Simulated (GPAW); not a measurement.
## InP in GPAW: the effect of strain hydrostatic

InP:

```
In P
1.0
     0.00000    2.81328    2.81328
     2.81328    0.00000    2.81328
     2.81328    2.81328    0.00000
In P
1 1
Direct
  0.00000 0.00000 0.00000
  0.75000 0.75000 0.75000
```

Alike in all runs:

```yaml
Program: GPAW 26.7.0
Task: band structure
Functional: PBEsol
Potentials_or_basis: PAW data sets generated in the run's folder for this functional
Cutoff: 600 eV
Basis: pw
k_mesh: 8 × 8 × 8
Occupations: fermi-dirac, width 0.05 eV
Spin: no spin polarisation
Maxiter: 150
Band_path: GXWKGLUWLK,UX
Band_points: 60
```

```csv
strain hydrostatic,pressure (GPa)
-0.04,11.6
-0.02,?
-0.01,2.6
0,0.4
0.01,-1.6
0.02,-3.2
0.04,-5.8
```

Q: What does the run with strain hydrostatic -0.02 give?

A: Pressure 5.2 GPa.

Worked out: A parabola through the other rows of the pressure, of slope -279 GPa per unit of strain hydrostatic there, gives 5.3 GPa, against the run's 5.2.

Caveats: the density grid can change from cell to cell, which puts small steps into energies and stress.

Runs at the PBE level aren't shown here.
